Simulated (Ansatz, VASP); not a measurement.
**KF: VASP beside Ansatz**

Contents of INCAR:

```
PREC     = Accurate       # precision mode
ENCUT    = 520            # plane-wave cutoff, eV
EDIFF    = 1E-7           # SCF threshold, eV
ISMEAR   = 0              # smearing method
SIGMA    = 0.05           # smearing width, eV
LREAL    = F              # projectors in reciprocal space
LASPH    = T              # aspherical terms in the spheres
NELM     = 60             # most SCF steps
ALGO     = Normal         # electronic algorithm
ISIF     = 2              # what is computed and relaxed
LWAVE    = F              # write WAVECAR
LCHARG   = F              # write CHGCAR
GGA      = PS             # functional
NBANDS   = 15             # bands
```

Contents of KPOINTS:

```
Automatic mesh
0
Gamma
  8 8 8
```

The input POSCAR:

```
KF
1.0
    2.9982386000      0.0000000000      0.0000000000
    0.0000000000      2.9982386000      0.0000000000
    0.0000000000      0.0000000000      3.5196714000
K F
1 1
Direct
    0.0000000000      0.0000000000      0.0000000000
    0.5000000000      0.5000000000      0.5000000000
```

Input for Ansatz:

```yaml
crystal:
  lattice:
    - [2.9982386, 0.0, 0.0]
    - [0.0, 2.9982386, 0.0]
    - [0.0, 0.0, 3.5196714]
  atoms:
    - { symbol: K, position: [0.0, 0.0, 0.0] }
    - { symbol: F, position: [0.5, 0.5, 0.5] }
basis:
  ecutwfc: 420
kpoints:
  mp_grid: { grid: [8, 8, 8] }
hamiltonian:
  xc: pbesol
scf:
  occupations: { method: gaussian, width: 0.05 }
output:
  forces: true
  stress: true
  eigenvalues: true
```

Change from the starting cell: strain -0.080 along x and y, +0.080 along z, atoms carried along.

Alike in both runs: task single point; functional PBEsol; k mesh 8 × 8 × 8; occupations gaussian, width 0.05 eV; no spin polarisation.

```csv
,VASP,Ansatz
version,VASP 6.6.1,Ansatz 0.2.0
potentials or method,"VASP PAW PBE potentials, release 64 (K_sv, F)","scalar-relativistic, plane waves, PAW"
plane-wave cutoff (eV),520,420
valence electrons in the cell,16,16
```

VASP gave:

```
gap on the k mesh at the Fermi level (eV)       : 6.22
least direct gap on the mesh (eV)               : 6.29
pressure (GPa)                                  : 0.6
largest component of the traceless stress (GPa) : 10.36
```

Estimate Ansatz's values.

gap on the k mesh at the Fermi level (eV): 6.24; least direct gap on the mesh (eV): 6.30; pressure (GPa): 0.5; largest component of the traceless stress (GPa): 10.34.

With one functional, cell and mesh, what is left measures potentials, basis and numerics.

Caveats: the PAW data sets were made with another functional, which shifts forces and pressure a little (VASP). A k mesh can miss the band edges.
